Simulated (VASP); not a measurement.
# GaP (F-43m) in VASP: band structure with HSE06

Aim: the band structure of GaP with HSE06.

Everything below comes from runs of VASP 6.6.1. Logs are shortened: lines on timing, memory, paths and dates and some standing lists are left out, and cuts for length are marked.

**Measured values to compare with.**

From “Stacking defects in GaP nanowires: Electronic structure and optical properties”, 2018, arxiv:1810.01194, for a bulk crystal of GaP at 10 K: band gap 2.34 eV (indirect).

The runs below are set against these values where they give the same quantity.

## Step 1: Starting point

The structure is cubic, space group F-43m (No. 216). Conventional cell: a = 5.437 Å, b = 5.437 Å, c = 5.437 Å, α = 90.00°, β = 90.00°, γ = 90.00°. Ga (site symmetry -43m) is surrounded by 4 P at 2.35 Å. P (site symmetry -43m) has 4 Ga at 2.35 Å as nearest neighbours.

The cell is a database's computed one.

## Step 2: Band structure, HSE06

File POSCAR:

```
GaP
1.0
    0.0000000000      2.7183900000      2.7183900000
    2.7183900000      0.0000000000      2.7183900000
    2.7183900000      2.7183900000      0.0000000000
Ga P
1 1
Direct
    0.0000000000      0.0000000000      0.0000000000
    0.7500000000      0.7500000000      0.7500000000
```

File INCAR.step1:

```
SYSTEM = GaP
ALGO = Normal ; EDIFF = 1E-5
ENCUT = 520 ; GGA = PE
ISIF = 2 ; ISMEAR = 0
LASPH = .TRUE. ; LCHARG = .FALSE.
LREAL = .FALSE. ; LWAVE = .TRUE.
NELM = 100 ; PREC = Accurate
SIGMA = 0.02
```

File INCAR.step2:

```
SYSTEM = GaP
ALGO = Normal ; EDIFF = 1E-7
ENCUT = 520 ; GGA = PE
HFSCREEN = 0.2 ; ISIF = 2
ISMEAR = 0 ; ISTART = 1
LASPH = .TRUE. ; LCHARG = .FALSE.
LHFCALC = .TRUE. ; LREAL = .FALSE.
LWAVE = .FALSE. ; NELM = 100
PREC = Accurate ; PRECFOCK = Fast
SIGMA = 0.02
```

File KPOINTS:

```
k-points
0
G
  6 6 6
  0 0 0
```

File KPOINTS_OPT:

```
path GXWKGLUWLK,UX
10
line-mode
reciprocal
 0.0000000000  0.0000000000  0.0000000000  G
 0.5000000000  0.0000000000  0.5000000000  X

 0.5000000000  0.0000000000  0.5000000000  X
 0.5000000000  0.2500000000  0.7500000000  W

 0.5000000000  0.2500000000  0.7500000000  W
 0.3750000000  0.3750000000  0.7500000000  K

 0.3750000000  0.3750000000  0.7500000000  K
 0.0000000000  0.0000000000  0.0000000000  G

 0.0000000000  0.0000000000  0.0000000000  G
 0.5000000000  0.5000000000  0.5000000000  L

 0.5000000000  0.5000000000  0.5000000000  L
 0.6250000000  0.2500000000  0.6250000000  U

 0.6250000000  0.2500000000  0.6250000000  U
 0.5000000000  0.2500000000  0.7500000000  W

 0.5000000000  0.2500000000  0.7500000000  W
 0.5000000000  0.5000000000  0.5000000000  L

 0.5000000000  0.5000000000  0.5000000000  L
 0.3750000000  0.3750000000  0.7500000000  K

 0.6250000000  0.2500000000  0.6250000000  U
 0.5000000000  0.0000000000  0.5000000000  X
```

Potentials or basis: VASP PAW PBE potentials, release 64 (Ga_d, P).

Command:

```sh
cat potpaw_PBE.64/Ga_d/POTCAR potpaw_PBE.64/P/POTCAR > POTCAR
cp INCAR.step1 INCAR
mpirun -np 1 vasp_std > vasp.out
cp INCAR.step2 INCAR
mpirun -np 1 vasp_std > vasp.out
```

OUTCAR:

```text
SYSTEM = GaP
   EDIFF = 1E-7
   ENCUT = 520
   GGA = PE
   HFSCREEN = 0.2
   ISIF = 2
   ISMEAR = 0
   ISTART = 1
   LASPH = .TRUE.
   LHFCALC = .TRUE.
   LREAL = .FALSE.
   NELM = 100
   PREC = Accurate
   PRECFOCK = Fast

 ion  position               nearest neighbor table
   1  0.000  0.000  0.000-   2 2.35   2 2.35   2 2.35   2 2.35
   2  0.750  0.750  0.750-   1 2.35   1 2.35   1 2.35   1 2.35

  LATTYP: Found a face centered cubic cell.
 ALAT       =     5.4367800000

  Lattice vectors:

 A1 = (   0.0000000000,   2.7183900000,   2.7183900000)
 A2 = (   2.7183900000,   0.0000000000,   2.7183900000)
 A3 = (   2.7183900000,   2.7183900000,   0.0000000000)

Analysis of symmetry for initial positions (statically):
=====================================================================
 Subroutine PRICEL returns:
 Original cell was already a primitive cell.

 Routine SETGRP: Setting up the symmetry group for a
 face centered cubic supercell.

 Subroutine GETGRP returns: Found 24 space group operations
 (whereof 24 operations were pure point group operations)
 out of a pool of 48 trial point group operations.

The static configuration has the point symmetry T_d .

Analysis of symmetry for dynamics (positions and initial velocities):
=====================================================================
 Subroutine PRICEL returns:
 Original cell was already a primitive cell.

 Routine SETGRP: Setting up the symmetry group for a
 face centered cubic supercell.

 Subroutine GETGRP returns: Found 24 space group operations
 (whereof 24 operations were pure point group operations)
 out of a pool of 48 trial point group operations.

The dynamic configuration has the point symmetry T_d .

 Subroutine INISYM returns: Found 24 space group operations
 (whereof 24 operations are pure point group operations),
 and found     1 'primitive' translations

----------------------------------------------------------------------------------------

                                     Primitive cell

  volume of cell :      40.1759

  direct lattice vectors                    reciprocal lattice vectors
     0.000000000  2.718390000  2.718390000    -0.183932401  0.183932401  0.183932401
     2.718390000  0.000000000  2.718390000     0.183932401 -0.183932401  0.183932401
     2.718390000  2.718390000  0.000000000     0.183932401  0.183932401 -0.183932401

  length of vectors
     3.844384006  3.844384006  3.844384006     0.318580264  0.318580264  0.318580264

  position of ions in fractional coordinates (direct lattice)
     0.000000000  0.000000000  0.000000000
     0.750000000  0.750000000  0.750000000

  ion indices of the primitive-cell ions
   primitive index   ion index
                 1           1
                 2           2

----------------------------------------------------------------------------------------

 KPOINTS: k-points

Automatic generation of k-mesh.
 Grid dimensions read from file:
 generate k-points for:    6    6    6

 Generating k-lattice:

  Cartesian coordinates                     Fractional coordinates (reciprocal lattice)
    -0.030655400  0.030655400  0.030655400     0.166666667  0.000000000  0.000000000
     0.030655400 -0.030655400  0.030655400     0.000000000  0.166666667  0.000000000
     0.030655400  0.030655400 -0.030655400     0.000000000  0.000000000  0.166666667

  Length of vectors
     0.053096711  0.053096711  0.053096711

  Shift w.r.t. Gamma in fractional coordinates (k-lattice)
     0.000000000  0.000000000  0.000000000

 Subroutine IBZKPT returns following result:
 ===========================================

 Found     16 irreducible k-points:

 Following reciprocal coordinates:
            Coordinates               Weight
  0.000000  0.000000  0.000000      1.000000
  0.166667  0.000000  0.000000      8.000000
  0.333333  0.000000  0.000000      8.000000
  0.500000  0.000000  0.000000      4.000000
  0.166667  0.166667  0.000000      6.000000
  0.333333  0.166667  0.000000     24.000000
[... 8 lines left out ...]
 -0.333333  0.333333  0.166667     24.000000
 -0.333333  0.500000  0.166667     12.000000
   k-points           NKPTS =     16   k-points in BZ     NKDIM =    216   number of bands    NBANDS=     13
   number of dos      NEDOS =    301   number of ions     NIONS =      2
   total plane-waves  NPLWV =  27000
   dimension x,y,z NGX =    30 NGY =   30 NGZ =   30
   dimension x,y,z NGXF=    60 NGYF=   60 NGZF=   60
   ions per type =               1   1
   NGX,Y,Z   is equivalent  to a cutoff of  12.97, 12.97, 12.97 a.u.
   NGXF,Y,Z  is equivalent  to a cutoff of  25.95, 25.95, 25.95 a.u.
 SYSTEM =  GaP
   PREC   = accura    normal or accurate (medium, high low for compatibility)
   ISTART =      1    job   : 0-new  1-cont  2-samecut
   ICHARG =      0    charge: 1-file 2-atom 10-const
   ISPIN  =      1    spin polarized calculation?
   LNONCOLLINEAR =      F non collinear calculations
   LSORBIT =      F    spin-orbit coupling
   LASPH  =      T    aspherical Exc in radial PAW
   ENCUT  =  520.0 eV  38.22 Ry    6.18 a.u.   7.15  7.15  7.15*2*pi/ulx,y,z
   NELM   =    100;   NELMIN=  2; NELMDL=  0     # of ELM steps
   EDIFF  = 0.1E-06   stopping-criterion for ELM
   LREAL  =      F    real-space projection
   EDIFFG = 0.1E-05   stopping-criterion for IOM
   NSW    =      0    number of steps for IOM
   IBRION =     -1    ionic relax: 0-MD 1-quasi-New 2-CG
   NFREE  =      0    steps in history (QN), initial steepest desc. (CG)
   ISIF   =      2    stress and relaxation
   ISYM   =      3    0-nonsym 1-usesym 2-fastsym
   POTIM  = 0.5000    time-step for ionic-motion
   TEBEG  =    0.0;   TEEND  =   0.0 temperature during run
   PSTRESS=    0.0 pullay stress
   NELECT =      18.0000    total number of electrons
   NUPDOWN=      -1.0000    fix difference up-down
   EMIN   =  10.00;   EMAX   =-10.00  energy-range for DOS
   EFERMI =   0.00;   METHOD = LEGACY
   ISMEAR =     0;   SIGMA  =   0.02  broadening in eV -4-tet -1-fermi 0-gaus
   EFERMI_NEDOS =   21; number of points for ismear=-14 and -15
   IALGO  =     38    algorithm
   IMIX   =      1    mixing-type and parameters
     AMIX     =   0.40;   BMIX     =  1.00
     AMIX_MAG =   1.60;   BMIX_MAG =  1.00
  volume/ion in A,a.u.               =      20.09       135.56
  Fermi-wavevector in a.u.,A,eV,Ry     =   1.252691  2.367242 21.350730  1.569234
  Thomas-Fermi vector in A             =   2.386579
   LORBIT       =      0    0 simple, 1 ext, 2 COOP (PROOUT), +10 PAW based schemes
   GGA     = PE    functional components
   LHFCALC =     T    Hartree Fock is set to
   PRECFOCK=fast      Normal, Fast or Accurate (Low or Medium for compatibility)
   ENCUT4O =  -1.0   cutoff for four orbital integrals eV
   NKREDX  =     1    reduce k-point grid by
   NKREDY  =     1    reduce k-point grid by
   NKREDZ  =     1    reduce k-point grid by
   AEXX    =    0.2500 exact exchange contribution
   HFSCREEN=    0.2000 screening length (either q_TF or 0.3 A-1)
   HFSCREENC=   0.2000 screening length for correlation (either q_TF or 0.3 A-1)
   ENCUTFOCK=  -1.0 apply spherical cutoff to Coloumb kernel
   IVDW    =     0    specifies the selected vdW correction
   LEPSILON=     F    determine dielectric tensor
   LRPA    =     F    only Hartree local field effects (RPA)
 non-spin polarized calculation
 Gauss-broadening in eV      SIGMA  =   0.02
  energy-cutoff  :      520.00
  volume of cell :       40.18
 maximum number of plane-waves:      1106
 NGX is ok and might be reduce to    30
  NGX = 16; NGY = 16; NGZ = 16

 number of electron      17.9999987 magnetization

 Free energy of the ion-electron system (eV)
  ---------------------------------------------------
  ext. energy  EPLUGINS =         0.00000000
  ---------------------------------------------------
  free energy    TOTEN  =       -10.80868321 eV

  energy without entropy =      -10.80868321  energy(sigma->0) =      -10.80868321

 E-fermi :   4.3794     XC(G=0):  -8.1704

 val. band max:        4.2826406809   @ k =   0.0000   0.0000   0.0000
 cond. band min:       6.5768671390   @ k =   0.5000   0.5000   0.0000
 fundamental gap:      2.2942264580
 Fermi energy:         4.3793850280

 k-point     1 :       0.0000    0.0000    0.0000
  band No.  band energies     occupation
      1     -12.7884      2.00000
      2     -12.7884      2.00000
      3     -12.7884      2.00000
      4     -12.6852      2.00000
      5     -12.6852      2.00000
      6      -9.5662      2.00000
      7       4.2826      2.00000
      8       4.2826      2.00000
      9       4.2826      2.00000
     10       7.1651      0.00000
     11       9.0729      0.00000
     12       9.0729      0.00000
     13       9.0729      0.00000

 k-point     2 :       0.1667    0.0000    0.0000
  band No.  band energies     occupation
      1     -12.8039      2.00000
      2     -12.7810      2.00000
      3     -12.7810      2.00000
      4     -12.6851      2.00000
      5     -12.6851      2.00000
      6      -9.1811      2.00000
      7       1.7611      2.00000
      8       3.8847      2.00000
      9       3.8847      2.00000
     10       7.6679      0.00000
     11       9.6668      0.00000
     12       9.6668      0.00000
     13      10.3212      0.00000

 k-point     3 :       0.3333    0.0000    0.0000
  band No.  band energies     occupation
      1     -12.8333      2.00000
      2     -12.7688      2.00000
      3     -12.7688      2.00000
      4     -12.6825      2.00000
      5     -12.6825      2.00000
      6      -8.1472      2.00000
      7      -1.4069      2.00000
      8       3.2940      2.00000
      9       3.2940      2.00000
     10       7.0811      0.00000
     11      10.0447      0.00000
     12      10.0447      0.00000
     13      13.0471      0.00000
[... 177 lines left out ...]
 k-point    15 :      -0.3333    0.3333    0.1667
  band No.  band energies     occupation
      1     -12.8590      2.00000
      2     -12.7557      2.00000
      3     -12.7388      2.00000
      4     -12.6957      2.00000
      5     -12.6785      2.00000
      6      -6.5826      2.00000
      7      -2.6902      2.00000
      8       0.2459      2.00000
      9       1.5824      2.00000
     10       9.1243      0.00000
     11       9.7397      0.00000
     12      11.7785      0.00000
     13      13.1938      0.00000

 k-point    16 :      -0.3333    0.5000    0.1667
  band No.  band energies     occupation
      1     -12.8698      2.00000
      2     -12.7455      2.00000
      3     -12.7304      2.00000
      4     -12.7052      2.00000
      5     -12.6734      2.00000
      6      -6.2528      2.00000
      7      -2.9089      2.00000
      8       0.5702      2.00000
      9       0.7177      2.00000
     10       8.5303      0.00000
     11       8.8588      0.00000
     12      13.0208      0.00000
     13      13.0345      0.00000

------------------------ aborting loop because EDIFF is reached ----------------------------------------

  FORCE on cell =-STRESS in cart. coord.  units (eV):
  Direction    XX          YY          ZZ          XY          YZ          ZX
  --------------------------------------------------------------------------------------
  -------------------------------------------------------------------------------------
  Total        0.3086781      0.3086781      0.3086781      0.0000000     -0.0000000     -0.0000000
  in kB       12.3098014     12.3098014     12.3098014      0.0000000     -0.0000000     -0.0000000
  external PRESSURE =      12.3098014 kB  Pullay stress =       0.0000000 kB

 VOLUME and BASIS-vectors are now :
 -----------------------------------------------------------------------------
  energy-cutoff  :      520.00
  volume of cell :       40.18
      direct lattice vectors                 reciprocal lattice vectors
     0.000000000  2.718390000  2.718390000    -0.183932401  0.183932401  0.183932401
     2.718390000  0.000000000  2.718390000     0.183932401 -0.183932401  0.183932401
     2.718390000  2.718390000  0.000000000     0.183932401  0.183932401 -0.183932401

 POSITION                                       TOTAL-FORCE (eV/Angst)
 -----------------------------------------------------------------------------------
      0.00000      0.00000      0.00000         0.000000      0.000000      0.000000
      4.07759      4.07759      4.07759        -0.000000     -0.000000     -0.000000
 -----------------------------------------------------------------------------------
    total drift:                               -0.000010     -0.000004     -0.000004

  FREE ENERGIE OF THE ION-ELECTRON SYSTEM (eV)
  ---------------------------------------------------
  free  energy   TOTEN  =       -10.8086832133 eV

  energy  without entropy=      -10.8086832133  energy(sigma->0) =      -10.80868321
```

It took 28 min on 1 thread of Intel Xeon 6975P-C (Granite Rapids), shared host; peak memory 0.35 GiB.

Results:

```
Free energy             : -10.8087 eV
Pressure                : 1.2 GPa
Band gap on the k mesh  : 2.29 eV, indirect (least direct gap 2.88 eV)
Band gap along the path : 2.26 eV, indirect (least direct gap 2.88 eV)
```

Levels at the corners of the path, in eV from the valence-band top:
```tsv
point	band 6	band 7	band 8	band 9	band 10	band 11	band 12	band 13
Γ	-13.85	0.00	0.00	0.00	2.88	4.79	4.79	4.79
X	-10.61	-7.37	-2.96	-2.96	2.29	2.58	12.15	12.15
X	-10.61	-7.37	-2.96	-2.96	2.29	2.58	12.15	12.16
W	-10.51	-7.12	-3.94	-3.74	5.53	6.03	7.07	7.19
W	-10.51	-7.12	-3.94	-3.74	5.53	6.03	7.07	7.19
K	-10.65	-7.13	-4.33	-2.48	2.93	5.78	9.49	9.52
K	-10.65	-7.13	-4.33	-2.48	2.93	5.78	9.49	9.52
Γ	-13.85	0.00	0.00	0.00	2.88	4.79	4.79	4.79
Γ	-13.85	0.00	0.00	0.00	2.88	4.79	4.79	4.79
L	-11.60	-7.29	-1.23	-1.23	2.55	5.64	5.64	9.29
L	-11.60	-7.29	-1.23	-1.23	2.55	5.64	5.64	9.29
U	-10.65	-7.13	-4.33	-2.48	2.93	5.78	9.49	9.52
U	-10.65	-7.13	-4.33	-2.48	2.93	5.78	9.49	9.52
W	-10.51	-7.12	-3.94	-3.74	5.53	6.03	7.07	7.19
W	-10.51	-7.12	-3.94	-3.74	5.53	6.03	7.07	7.19
L	-11.60	-7.29	-1.23	-1.23	2.55	5.64	5.64	9.29
L	-11.60	-7.29	-1.23	-1.23	2.55	5.64	5.64	9.29
K	-10.65	-7.13	-4.33	-2.48	2.93	5.78	9.49	9.52
U	-10.65	-7.13	-4.33	-2.48	2.93	5.78	9.49	9.52
X	-10.61	-7.37	-2.96	-2.96	2.29	2.58	12.15	12.23
```

Caveat: the PAW data sets were made with another functional, which shifts forces and pressure a little.

## Step 3: How close it comes

Step 2. A measured gap of GaP is 2.34 eV (indirect; 10 K; quoted in “Stacking defects in GaP nanowires: Electronic structure and optical properties”, 2018, arxiv:1810.01194); the calculated 2.26 eV misses it by -0.08 eV. Spin-orbit coupling on Ga is left out. The value is that of HSE06, without temperature or zero-point motion. The cell is a database's relaxed one, not the measured one, which moves gaps too.
